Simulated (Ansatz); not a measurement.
Ni₂Si films: biaxial stress and wafer bow

Plane-wave DFT in Ansatz, PBE, scalar-relativistic PAW potentials, cutoff 420 eV, no spin-orbit coupling; no spin polarisation. Ni₂Si in space group P6_3/mmc, strained equally along a and b of the conventional cell, with c and the atoms relaxed within the symmetry (a film with c along the normal). Stress is the in-plane mean, tension positive.

| strain (%) | stress (GPa) | E − E(0) (meV/atom) |
| --- | --- | --- |
| -6.0 | -33.29 | 128.7 |
| -4.0 | -20.83 | 54.8 |
| -2.0 | -9.84 | 13.2 |
| +0.0 | 0.00 | 0.0 |
| +2.0 | ? | 12.1 |
| +4.0 | 15.54 | 45.9 |
| +6.0 | 21.23 | 98.0 |

Q: Fit the stress, get the biaxial modulus and predict the missing row.

A: A parabola through the given rows is σ = -0.02 + 4.546 ε -0.1667 ε² GPa (ε in %), so M = dσ/dε = 455 GPa at zero. It predicts 8.41 GPa at +2.0 %; the run gave 8.48 GPa. The miss is 0.07 GPa, so the fit holds. The negative square term means that the film is stiffer in compression than in tension. The energies check it: E/V = Mε² at small strain, and a cubic fit with V = 11.03 Å³/atom gives M = 457 GPa, in agreement.

Q: How much does a 100 nm film at +0.5 % strain bow a 300 mm Si(001) wafer 775 μm thick?

A: The fit, without its small constant, gives σ = 2.23 GPa. Stoney's formula, κ = 6σt_f/(M_s t_s²) with M_s = 180.5 GPa for Si(001) (literature), gives |κ| = 12.34×10⁻³ m⁻¹ and a bow κr²/2 = 138.8 μm at r = 150 mm, with the film side concave (tension pulls the edges up). This assumes a single-crystal or fully textured, unrelaxed film at 0 K.

The cell has no gap in any row, so the stresses hang on mesh and smearing.

Cost: about 11 core-minutes for the runs cited, on Intel Xeon Platinum 8259CL (Skylake/Cascade Lake) (shared hosts).

The film stiffens steadily under compression and softens under tension, and the energies show the same asymmetry: at equal strain, shortening the in-plane axes costs more than stretching them. This is ordinary bond anharmonicity. Overlap repulsion rises steeply as atoms are pushed together, while the attraction from metallic Ni bonding and Ni 3d–Si 3p hybridisation weakens as they separate. The free c axis relieves part of the load, so the modulus describes a film with an unstressed surface, not a crystal clamped in all directions.

At the small strain used for the wafer, the curvature of the stress law hardly matters, and the bow is nearly proportional to both misfit strain and film thickness. Hexagonal symmetry also makes the basal plane elastically isotropic, which suits a single biaxial modulus. The familiar low-temperature form of Ni₂Si is orthorhombic, however, so neither the modulus nor the bow should be carried over to films of that phase, whose in-plane response is generally anisotropic.
